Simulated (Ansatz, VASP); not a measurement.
# Al in VASP and in Ansatz

```xyz
1
Lattice="0.0000 1.9813 2.1546 1.9813 0.0000 2.1546 1.9813 1.9813 0.0000" Properties=species:S:1:pos:R:3 pbc="T T T"
Al    0.0000    0.0000    0.0000
```

Change from the starting cell: strain +0.0875 x Voigt [0, 0, 1, 0, 0, 0], atoms carried along.

Alike in both runs: task single point; functional PBEsol; dispersion D3(BJ); k mesh 26 × 26 × 26; occupations gaussian, width 0.15 eV; no spin polarisation.

|  | VASP | Ansatz |
| --- | --- | --- |
| version | VASP 6.6.1 | Ansatz 0.2.0 |
| potentials or method | VASP PAW PBE potentials, release 64 (Al) | scalar-relativistic, plane waves, PAW |
| plane-wave cutoff (eV) | 520 | 420 |
| valence electrons in the cell | 3 | 3 |

```tsv
	VASP	Ansatz	Ansatz less VASP
gap on the k mesh at the Fermi level (eV)	none	none	-
pressure (GPa)	-5.8	-5.9	-0.05
largest component of the traceless stress (GPa)	2.75	2.73	-0.015
```

A gap of «none» marks a metal or a gap that the smearing closes.

Caveats: the PAW data sets were made with another functional, which shifts forces and pressure a little (VASP); pairwise dispersion overbinds metals, which lowers pressure and volume.
